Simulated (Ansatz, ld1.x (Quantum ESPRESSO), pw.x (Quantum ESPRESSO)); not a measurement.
# bismuth: one change to the PAW potential, in the atom and in the sc crystal

Bi, PAW, made with ld1.x (Quantum ESPRESSO) 7.5 (PBE, scalar-relativistic). Core [Xe] 4f14 5d10, reference 6s2 6p3. Waves: 6s (bound): rcut 1.85, rcutus 1.95 bohr; 6s channel at -0.75 Ry: rcut 1.85, rcutus 1.95 bohr; 6p (bound): rcut 2.25, rcutus 2.70 bohr; 6p channel at 0.05 Ry: rcut 2.25, rcutus 2.70 bohr; 6d channel at 0.5 Ry: rcut 2.50, rcutus 2.90 bohr; 6d channel at 1.25 Ry: rcut 2.50, rcutus 2.90 bohr. Local part: all-electron potential smoothed inside 2.85 bohr (lloc = -2). Core correction: none. Augmentation charge: PSQ, inside the norm-conserving radii.

Change: wave 6d channel at 0.5 Ry: rcut 2.50, rcutus 2.90 bohr becomes 6d channel at 0.22 Ry: rcut 2.50, rcutus 2.90 bohr.

Cutoffs, loose and tight: the cutoffs (Ry, on a coarse ladder) from which the occupation-weighted sum of valence levels, in a spherical-Bessel basis at the reference potential, stays within 10 and 1 mRy of its value at 400 Ry. They do not see the model core or the augmentation charge, which bear on the density cutoff. Test errors are all-electron minus pseudo excitation energies from the reference, over the configurations 6s2 6p2; 6s2 6p1; 6s2 6p0; 6s2 6p3.3; 6s1 6p4; 6s0 6p5; 6s1 6p0; variants that change the core or the reference have their own tests.

Crystal test: sc Bi in pw.x 7.5, no spin, 10³ k-points, Fermi–Dirac smearing 0.01 Ry, cutoffs set for each file from its atomic test. The reference is all-electron LAPW (Ansatz 0.2.0) with the same functional, mesh and smearing; V0 and B0 come from Birch–Murnaghan fits to the pressures at five volumes. Errors are pseudo minus all-electron; Δ is the rms difference of the E(V) curves that follow from these fits, minima aligned, over ±6 % about the mean V0. Mesh and smearing are coarse, so the numbers serve the comparison and aren't converged zero-temperature values; the lattice is a test structure that the element need not adopt.

All-electron: a0 = 3.278 Å (V0 = 35.23 Å³/atom), B0 = 45.4 GPa.

Task: Does the change bring the crystal closer to the all-electron result?

Result: The mean pressure error goes from +0.46 to +0.58 GPa, so the change moves the solid further from the all-electron pressures.

| quantity | base | changed |
| --- | --- | --- |
| outcome (atom) | generated | generated |
| cutoff, loose (atom) | 10 Ry | 10 Ry |
| cutoff, tight (atom) | 18 Ry | 18 Ry |
| bound ghosts (atom) | none | none |
| largest test error (meV) (atom) | -98 over the solved tests; 2 of 7 tests not solved or not reliable | -98 over the solved tests; 2 of 7 tests not solved or not reliable |
| cutoffs in pw.x (Ry) | 40/320 | 40/320 |
| a0 (Å) | 3.288 | 3.291 |
| a0 error (%) | +0.31 | +0.39 |
| B0 error (%) | +3.8 | +3.7 |
| Δ (meV/atom) | 3.4 | 4.2 |
| mean pressure error (GPa) | +0.46 | +0.58 |

Base: Atomic configuration tests: 2 of 7 tests not solved or not reliable. Changed file: Atomic configuration tests: 2 of 7 tests not solved or not reliable. The atomic cutoffs weigh occupied waves only.
